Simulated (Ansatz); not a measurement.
# Static calculation, Se

System: Se (fcc type), 1 atom in the cell.

Ansatz input (lattice in Å, positions in fractions of it; a bare `kind: paw` takes the build's default datasets)
```yaml
crystal:
  lattice:
    - [0, 2.1687, 2.1687]
    - [2.1687, 0, 2.1687]
    - [2.1687, 2.1687, 0]
  atoms:
    - { symbol: Se, position: [0, 0, 0] }
kpoints:
  mp_grid: { grid: [4, 4, 4] }
hamiltonian:
  xc: pbe
  pseudopotentials:
    kind: paw
    azcp:
      Se: "pseudopotentials/pbe/paw/ansatz_paw_generated_hard_1/Se.paw.azcp"
scf:
  occupations: { method: fermi_dirac, width: 0.15 }
  convergence: { dr2_threshold: "1e-9 eV" }
  max_iter: 300
output:
  forces: true
  stress: true
  eigenvalues: true
```

Theory: PBE, plane waves, PAW datasets (generated hard set) in Ansatz.

Output, in brief

```
Plane-wave cutoff used : 700 eV
Pressure               : -0.59 GPa
Smearing term TS       : 86.7 meV/atom
Gap on the mesh        : none (metallic)
Valence electrons      : 16
Irreducible k-points   : 8
CPU time               : about 2 core-seconds on a shared host
```

Stress tensor in GPa, compression positive:
```
-0.59  0.00  0.00
 0.00 -0.59  0.00
 0.00  0.00 -0.59
```

The stress includes the program's correction for the finite plane-wave basis.

The k-mesh is coarse, so these values belong to this mesh and can lie far from the converged ones. This cubic structure is a model: it isn't the usual form of the substance at ambient conditions, and such phases are metastable or hypothetical.
